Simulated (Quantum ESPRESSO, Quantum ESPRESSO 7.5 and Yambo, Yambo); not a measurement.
# Quasiparticle gap of MoS2 (2H monolayer) in Yambo

How does a plane-wave GW calculation on MoS2 (2H monolayer) run from the first input to the gap?

Main program and level: Quantum ESPRESSO 7.5 and Yambo 5.3.0; PBE and many-body steps on it, plane waves.

**What was measured.**

- Gap 1.93 eV: optical gap: neutral exciton X0 PL emission, lower end of the reported range 1.93-1.95 eV across samples; photoluminescence; 4 K; monolayer (exfoliated monolayers encapsulated in hBN on SiO2/Si; range covers flux-grown and commercial crystals) on hBN (“Single crystals of the layered dichalcogenides MoS2 and WS2 grown by liquid phase transport”, 2019, arxiv:1906.06769).

- Gap 2.18 ± 0.005 eV: quasiparticle gap at K, A series, from Rydberg series fit; photocurrent spectroscopy with Keldysh exciton fit; 5 K; monolayer (hBN-encapsulated monolayer phototransistor) (“Excitons, trions and Rydberg states in monolayer MoS2 revealed by low temperature photocurrent spectroscopy”, 2020, arxiv:2004.02526).

- Gap 2.3 eV: quasiparticle (electronic) gap from STS, on graphene; scanning tunnelling spectroscopy; 77 K; monolayer on graphene (“Slow cooling and efficient extraction of C-exciton hot carriers in MoS2 monolayer”, 2017, pmc:5227064).

- Gap 2.44 eV: quasiparticle gap onset from absorbance critical point analysis; optical absorbance, critical point analysis; 300 K; monolayer (exfoliated monolayer on SiO2/Si) on SiO2 (“Impact of intrinsic and extrinsic imperfections on the electronic and optical properties of MoS2”, 2019, arxiv:1905.01242).

- Gap 1.91 eV: optical gap, A exciton transition from reflectance; reflectance spectroscopy; 300 K; monolayer (pristine monolayer) on SiO2/Si (“Room-Temperature Photoluminescence Mediated by Sulfur Vacancies in 2D Molybdenum Disulfide”, 2023, pmc:10373523).

This is a selection; 32 further reports are not listed.

Report form: the programs' logs are mostly left out.

## (1) Set-up

The cell holds 3 atoms: 1 Mo and 2 S. Its edges and angles: a = 3.185 Å, b = 3.185 Å, c = 16.000 Å, α = 90.0°, β = 90.0°, γ = 120.0°. Vacuum lies along c.

The structure was relaxed with PBE. The runs that relaxed it are not among those shown.

## (2) Ground state

This step: Quantum ESPRESSO 7.5; DFT, PBE, plane waves, norm-conserving pseudopotentials.

The ground-state density comes first.

Input file pw.in:

```
&control
  calculation = 'scf'
  prefix = 'x'
  outdir = 'o'
  pseudo_dir = 'pseudo'
/
&system
  ibrav = 0
  nat = 3
  ntyp = 2
  ecutwfc = 72.0
  nbnd = 18
  force_symmorphic = .true.
/
&electrons
  conv_thr = 1e-10
  electron_maxstep = 80
  mixing_beta = 0.5
/
ATOMIC_SPECIES
  Mo 95.95 Mo.upf
  S 32.06 S.upf
CELL_PARAMETERS angstrom
  3.1851812601 -0.0000000000 0.0000000000
  -1.5925906300 2.7584478869 0.0000000000
  0.0000000000 0.0000000000 16.0000000000
ATOMIC_POSITIONS crystal
  Mo 0.3333333333 0.6666666667 0.5000000000
  S 0.6666666667 0.3333333333 0.5976880399
  S 0.6666666667 0.3333333333 0.4023119601
K_POINTS automatic
  12 12 1 0 0 0
```

Started as:

```
OMP_NUM_THREADS=1 mpirun -n 4 pw.x -nk 4 -in pw.in > pw.out
```

Run time: 20 s. Hardware: 4 MPI ranks of Arm Neoverse V1, shared host; peak memory 0.45 GiB; 81 s of CPU time.

This step gave:

| Quantity | Value |
| --- | --- |
| total energy | -2515.6882 eV |
| gap | 1.657 eV |
| k of the valence top | 0, 0, 0 |
| k of the conduction bottom | 0.3333, 0.3333, 0 |
| least direct gap | 1.676 eV |

The gap is indirect, with the least direct gap 0.018 eV higher.

## (3) Bands along the symmetry lines

The cheap functional maps the bands first; the places of the edges decide which points the dearer methods must see.

Input file pw.in:

```
&control
  calculation = 'bands'
  prefix = 'x'
  outdir = 'o'
  pseudo_dir = 'pseudo'
/
&system
  ibrav = 0
  nat = 3
  ntyp = 2
  ecutwfc = 72.0
  nbnd = 19
  force_symmorphic = .true.
/
&electrons
  conv_thr = 1e-9
  electron_maxstep = 80
  diago_full_acc = .true.
  diago_thr_init = 5e-6
/
ATOMIC_SPECIES
  Mo 95.95 Mo.upf
  S 32.06 S.upf
CELL_PARAMETERS angstrom
  3.1851812601 -0.0000000000 0.0000000000
  -1.5925906300 2.7584478869 0.0000000000
  0.0000000000 0.0000000000 16.0000000000
ATOMIC_POSITIONS crystal
  Mo 0.3333333333 0.6666666667 0.5000000000
  S 0.6666666667 0.3333333333 0.5976880399
  S 0.6666666667 0.3333333333 0.4023119601
K_POINTS crystal
  25
  0.00000000 0.00000000 0.00000000 1
  0.06250000 0.00000000 0.00000000 1
  0.12500000 0.00000000 0.00000000 1
  0.18750000 0.00000000 0.00000000 1
  0.25000000 0.00000000 0.00000000 1
  0.31250000 0.00000000 0.00000000 1
  0.37500000 0.00000000 0.00000000 1
  0.43750000 0.00000000 0.00000000 1
  0.50000000 0.00000000 0.00000000 1
  0.47916667 0.04166667 0.00000000 1
  0.45833333 0.08333333 0.00000000 1
  0.43750000 0.12500000 0.00000000 1
  0.41666666 0.16666666 0.00000000 1
  0.39583333 0.20833333 0.00000000 1
  0.37500000 0.25000000 0.00000000 1
  0.35416666 0.29166666 0.00000000 1
  0.33333333 0.33333333 0.00000000 1
  0.29166666 0.29166666 0.00000000 1
  0.25000000 0.25000000 0.00000000 1
  0.20833333 0.20833333 0.00000000 1
  0.16666666 0.16666666 0.00000000 1
  0.12500000 0.12500000 0.00000000 1
  0.08333333 0.08333333 0.00000000 1
  0.04166667 0.04166667 0.00000000 1
  0.00000000 0.00000000 0.00000000 1
```

Elapsed: 9.4 s, on 4 MPI ranks; peak memory 0.35 GiB.

This step gave:

```
gap                        : 1.657 eV
k of the valence top       : 0, 0, 0
k of the conduction bottom : 0.3333, 0.3333, 0
least direct gap           : 1.676 eV
```

The gap is 1.657 eV, as in the run before at this level.

The electronic bands at the labelled points (eV, zero at the top of the highest filled band):

```
  point  band 10  band 11  band 12  band 13  band 14  band 15  band 16  band 17
      Γ    -1.76    -1.50    -1.50     0.00     2.75     2.75     3.00     3.00
halfway    -2.48    -1.79    -1.32    -0.72     2.17     2.35     2.89     3.76
      M    -3.16    -1.86    -0.98    -0.63     2.23     2.74     3.86     4.29
halfway    -3.12    -2.35    -1.88    -0.32     2.12     3.02     3.49     4.37
      K    -3.55    -2.86    -2.15    -0.02     1.66     3.06     3.53     4.84
halfway    -3.17    -1.97    -1.04    -0.78     1.93     2.47     2.66     4.15
      Γ    -1.76    -1.50    -1.50     0.00     2.75     2.75     3.00     3.00
```

## (4) Empty states on the mesh, 9×9×1 mesh, 79 bands

The sums over transitions need many empty states on a uniform mesh; this step solves for them.

Input file pw.in:

```
&control
  calculation = 'nscf'
  prefix = 'x'
  outdir = 'o'
  pseudo_dir = 'pseudo'
/
&system
  ibrav = 0
  nat = 3
  ntyp = 2
  ecutwfc = 72.0
  nbnd = 79
  force_symmorphic = .true.
/
&electrons
  conv_thr = 1e-9
  electron_maxstep = 80
  diago_full_acc = .true.
  diago_thr_init = 5e-6
/
ATOMIC_SPECIES
  Mo 95.95 Mo.upf
  S 32.06 S.upf
CELL_PARAMETERS angstrom
  3.1851812601 -0.0000000000 0.0000000000
  -1.5925906300 2.7584478869 0.0000000000
  0.0000000000 0.0000000000 16.0000000000
ATOMIC_POSITIONS crystal
  Mo 0.3333333333 0.6666666667 0.5000000000
  S 0.6666666667 0.3333333333 0.5976880399
  S 0.6666666667 0.3333333333 0.4023119601
K_POINTS automatic
  9 9 1 0 0 0
```

It took 26 s on 4 MPI ranks; peak memory 0.55 GiB.

This step gave:

* gap: 1.657 eV
* k of the valence top: 0, 0, 0
* k of the conduction bottom: 0.3333, 0.3333, 0
* least direct gap: 1.676 eV
* k points computed: 12
* lowest point of the top converged band, above the valence top: 32.21 eV

On this mesh the gap is 1.657 eV.

## (5) Conversion and set-up

This step: Yambo 5.3.0; conversion and set-up on PBE, plane waves, norm-conserving pseudopotentials.

The states are converted to the many-body program's format and the q mesh is built.

Started as:

```
(cd o/x.save; p2y > p2y.log; mv SAVE ../..); yambo > setup.log
```

Elapsed: 3 s, on 1 MPI rank; peak memory 0.26 GiB.

## (6) Screening and self-energy, 9×9×1 mesh, 79 bands, screening to 129.3 eV

Now the one-shot GW correction: screening in the RPA, then the self-energy of the levels asked for.

This step: G0W0 on PBE, plane waves, norm-conserving pseudopotentials.

Input file gw1.in:

```
HF_and_locXC
gw0
dyson
ppa
em1d
rim_cut
rim_w
RandQpts= 3000000
RandGvec= 100 RL
CUTGeo= "slab z"
RandGvecW= 9 RL
EXXRLvcs= 72 Ry
VXCRLvcs= 288 Ry
Chimod= "HARTREE"
% BndsRnXp
 1 | 79 |
%
NGsBlkXp= 9.5 Ry
% LongDrXp
 1 | 1 | 0 |
%
% GbndRnge
 1 | 79 |
%
DysSolver= "n"
ExtendOut
PPAPntXp= 27.21138 eV
% QPkrange
 1 | 12 | 8 | 17 |
%
```

Started as:

```
OMP_NUM_THREADS=1 mpirun -n 4 yambo -F gw1.in -J gw1 -C gw1 > gw1.log
```

The job ended after 36 min (4 MPI ranks; peak memory 2.9 GiB; 2.4 h of CPU time).

This step gave:

| Property | Result |
| --- | --- |
| G0W0 gap on the mesh | 2.637 eV |
| starting gap on the mesh | 1.657 eV |
| k of the valence top | 0.3333, 0.3333, 0 |
| k of the conduction bottom | 0.3333, 0.3333, 0 |
| least direct G0W0 gap on the computed points | 2.637 eV |
| Z at the valence top | 0.7518 |
| Z at the conduction bottom | 0.7481 |

The gap on the mesh goes from 1.66 eV to 2.64 eV, a correction of +0.98 eV.

Limits: finite bands, cutoff and mesh; no spin-orbit coupling. v1 is the top filled band, c1 the lowest empty one. Levels before and after the correction, in eV, zero at the valence-band top of each column:

```
           conduction bottom  valence top
Kohn-Sham               1.66         0.00
     G0W0               2.64         0.00
```

```
                        level  energy (eV)
Kohn-Sham  (0.333 0.333 0) v4       -3.546
Kohn-Sham  (0.333 0.333 0) v3       -2.864
Kohn-Sham  (0.333 0.333 0) v2       -2.145
Kohn-Sham  (0.333 0.333 0) v1       -0.018
Kohn-Sham  (0.333 0.333 0) c1        1.657
Kohn-Sham  (0.333 0.333 0) c2        3.058
Kohn-Sham  (0.333 0.333 0) c3        3.525
Kohn-Sham  (0.333 0.333 0) c4        4.842
     G0W0  (0.333 0.333 0) v4       -4.124
     G0W0  (0.333 0.333 0) v3       -3.549
     G0W0  (0.333 0.333 0) v2       -2.676
     G0W0  (0.333 0.333 0) v1        0.000
     G0W0  (0.333 0.333 0) c1        2.637
     G0W0  (0.333 0.333 0) c2        3.955
     G0W0  (0.333 0.333 0) c3        4.506
     G0W0  (0.333 0.333 0) c4        5.922
```

## (7) Where the time went

Times are wall times on the hardware named with each run, good to a factor of about two.

```
                          step    time  share  memory (GiB)
                  ground state    20 s    1 %          0.45
bands along the symmetry lines   9.4 s    0 %          0.35
      empty states on the mesh    26 s    1 %          0.55
         conversion and set-up     3 s    0 %          0.26
     screening and self-energy  36 min   97 %           2.9
```

## (8) Summary of results

```yaml
pbe_gap: 1.66 eV, indirect (only 18 meV under the direct gap)
g0w0_gap_on_the_mesh: 2.64 eV
gw_settings: 9×9×1 mesh, 79 bands, screening to 129.3 eV, Godby-Needs plasmon pole
known_limits: not at the basis limit; no spin-orbit coupling
```

G0W0 moves the gap on the mesh from 1.66 eV to 2.64 eV (+0.98 eV), with Z of 0.75 and 0.75 at the edges. The dearest step here is «screening and self-energy». Against experiment, by G0W0@PBE: the direct gap of 2.64 eV lies +0.71 eV from the measured 1.93 eV (exciton, 4 K, on hBN, encapsulated, 2019); the gap of 2.64 eV lies +0.46 eV from the measured 2.18 ± 0.005 eV (electronic, 5 K, hBN-encapsulated, 2020); the gap of 2.64 eV lies +0.34 eV from the measured 2.3 eV (electronic, 77 K, on graphene, 2017); the gap of 2.64 eV lies +0.20 eV from the measured 2.44 eV (electronic, 300 K, on SiO2, 2019); the direct gap of 2.64 eV lies +0.73 eV from the measured 1.91 eV (exciton, 300 K, on SiO2/Si, 2023). An exciton line or allowed optical edge lies below the quasiparticle gap by the binding energy; a forbidden edge can push the onset above it. The computed sheet is free-standing; a substrate or cover screens it further and lowers both gap and binding, while the exciton line moves little. The calculation has static nuclei and no excitons; a measured gap holds zero-point and thermal motion, which mostly lowers it. Bands and cutoff are finite, so the gap is not at the basis limit. The miss can reach some tenths of an eV and take either sign; the mesh is an error of its own. The many-body steps are scalar-relativistic: spin-orbit coupling is not in them.

[Paths, hosts, dates, memory and timing lines, banners, echoed tables and standing remarks are left out of the program output.]

[Logs are printed without paths, hosts, clocks, repeated set-up lines and the standing remarks that a program may print on its own settings, such as how far it seeks lower states.]

[Runs of the session that timed out or met a known fault of the program may be left out.]

[Hosts, paths, dates, database ids (printed as entryN), source tags and the programs' standing remarks are cut or masked in the printed files.]
